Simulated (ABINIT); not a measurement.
Runs of ABINIT 10.8.3 (patched build) on PbS (Galena). It takes space group Fm-3m (No. 225, cubic). The conventional cell has a = 5.931 Å, b = 5.931 Å, c = 5.931 Å, α = 90.00°, β = 90.00°, γ = 90.00°. Around Pb (site symmetry m-3m) lie 6 S at 2.97 Å. S (site symmetry m-3m) is surrounded by 6 Pb at 2.97 Å. 

```tsv
task	level	potentials or basis	spin	k mesh	cutoff (eV)	fine-grid cutoff	gap on the mesh (eV)	pressure (GPa)	V0 of scaled cells (Å³/atom)	B0 (GPa)
band structure	PW91	JTH PAW PBE v2.0 sp	off	8 × 8 × 8	544	1088.46 eV	0.39	2.1	-	-
single point	PBEsol	JTH PAW PBE v2.0	off	6 × 6 × 6	544	1088.46 eV	0.26	-	-	-
equation of state	LDA-Teter	JTH PAW LDA v2.0 sp	off	8 × 8 × 8	544	1088.46 eV	-	-	25.07	66
single point	LDA	JTH PAW LDA v2.0	off	10 × 10 × 10	544	1088.46 eV	0.23	-	-	-
band structure	LDA-Teter	JTH PAW LDA v2.0 sp	off	8 × 8 × 8	544	1088.46 eV	0.26	-2.4	-	-
band structure	PBE	SPMS NC PBE v1.0	off	8 × 8 × 8	599	-	0.37	2.1	-	-
band structure	PBEsol	PseudoDojo NC SR PBEsol v0.4.1 standard	off	8 × 8 × 8	762	-	0.26	(a)	-	-
band structure	LDA	JTH PAW LDA v2.0 sp	SOC, no magnetisation	8 × 8 × 8	544	1088.46 eV	(b)	-2.9	-	-
band structure	PBE	JTH PAW PBE v2.0 sp	off	8 × 8 × 8	544	1088.46 eV	0.39	(c)	-	-
single point	LDA	JTH PAW LDA v2.0	off	6 × 6 × 6	544	1088.46 eV	0.23	-	-	-
equation of state	LDA-PZ	JTH PAW LDA v2.0 sp	off	8 × 8 × 8	544	1088.46 eV	-	-	25.05	66
band structure	LDA-VWN	JTH PAW LDA v2.0	off	8 × 8 × 8	544	1088.46 eV	0.23	-	-	-
```

Alike in all rows: cell as given; smearing fermi-dirac 0.05 eV.

Q: Fill in the values left out.

A: (a) -0.8; (b) 0.12; (c) 2.3.

Caveats: spin-orbit coupling is left out, which as a rule narrows the gap of such compounds by several tenths of an eV (some runs); this set keeps more shells in the core, which shifts pressures and gaps (some runs); the PAW data sets were made with another functional, which shifts forces and pressure a little (some runs); pressures at fixed basis lie under the slope of the energies (some runs).

A k mesh can miss the band edges, and rows without SOC leave out spin-orbit coupling on Pb.

The runs don't all hold the same shells in valence.
